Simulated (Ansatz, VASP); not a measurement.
**SiC: VASP beside Ansatz**

File INCAR:

```
PREC     = Accurate       # precision mode
ENCUT    = 600            # plane-wave cutoff, eV
EDIFF    = 1E-6           # SCF threshold, eV
ISMEAR   = 0              # smearing method
SIGMA    = 0.01           # smearing width, eV
LREAL    = F              # projectors in reciprocal space
LASPH    = T              # aspherical terms in the spheres
NELM     = 100            # most SCF steps
ALGO     = Normal         # electronic algorithm
ISIF     = 3              # what is computed and relaxed
LWAVE    = F              # write WAVECAR
LCHARG   = F              # write CHGCAR
GGA      = CA             # functional
IBRION   = 2              # ionic algorithm
NSW      = 80             # ionic steps
EDIFFG   = -0.002         # ionic threshold
```

KPOINTS

```
regular mesh
0
Gamma
  6 6 6
```

POSCAR

```
SiC
1.0
    4.3600000000      0.0000000000      0.0000000000
    0.0000000000      4.3600000000      0.0000000000
    0.0000000000      0.0000000000      4.3600000000
Si C
4 4
Direct
    0.0000000000      0.0000000000      0.0000000000
    0.0000000000      0.5000000000      0.5000000000
    0.5000000000      0.0000000000      0.5000000000
    0.5000000000      0.5000000000      0.0000000000
    0.2500000000      0.2500000000      0.2500000000
    0.2500000000      0.7500000000      0.7500000000
    0.7500000000      0.2500000000      0.7500000000
    0.7500000000      0.7500000000      0.2500000000
```

Input for Ansatz:

```yaml
crystal:
  lattice:
    - [4.36, 0.0, 0.0]
    - [0.0, 4.36, 0.0]
    - [0.0, 0.0, 4.36]
  atoms:
    - { symbol: Si, position: [0.0, 0.0, 0.0] }
    - { symbol: Si, position: [0.0, 0.5, 0.5] }
    - { symbol: Si, position: [0.5, 0.0, 0.5] }
    - { symbol: Si, position: [0.5, 0.5, 0.0] }
    - { symbol: C, position: [0.25, 0.25, 0.25] }
    - { symbol: C, position: [0.25, 0.75, 0.75] }
    - { symbol: C, position: [0.75, 0.25, 0.75] }
    - { symbol: C, position: [0.75, 0.75, 0.25] }
scf:
  occupations: { method: fixed }
output:
  forces: true
  stress: true
  eigenvalues: true
  write_density: true
  write_potential: true
  elf: true
  volumetric_format: npy
hamiltonian:
  xc: lda
kpoints:
  mp_grid: { grid: [6, 6, 6] }
basis:
  ecutwfc: 500
relax:
  f_tol: 0.002
  max_steps: 60
  cell: { stress_tol: 0.05 }
```

Alike in both runs: task relaxation of cell and atoms; functional LDA; k mesh 6 × 6 × 6; no spin polarisation.

```csv
,VASP,Ansatz
version,VASP 6.6.1,Ansatz 0.2.0
potentials or method,"VASP PAW LDA potentials, release 64 (Si, C)","scalar-relativistic, plane waves, PAW"
plane-wave cutoff (eV),600,500
occupations,"gaussian, width 0.01 eV",fixed
valence electrons in the cell,32,32
```

```tsv
	VASP	Ansatz	Ansatz less VASP
gap on the k mesh at the Fermi level, each at its own relaxed structure (eV)	1.29	1.30	+0.011
relaxed volume (Å³/atom)	10.15	10.14	-0.011
relaxed cell length with the largest relative difference (Å)	4.331	4.329	-0.0016
energy change over the relaxation (meV/atom)	-3	-3	-0.3
```

A k mesh can miss the band edges. Expect the measured gap to be larger: semilocal functionals such as LDA lack the derivative discontinuity.
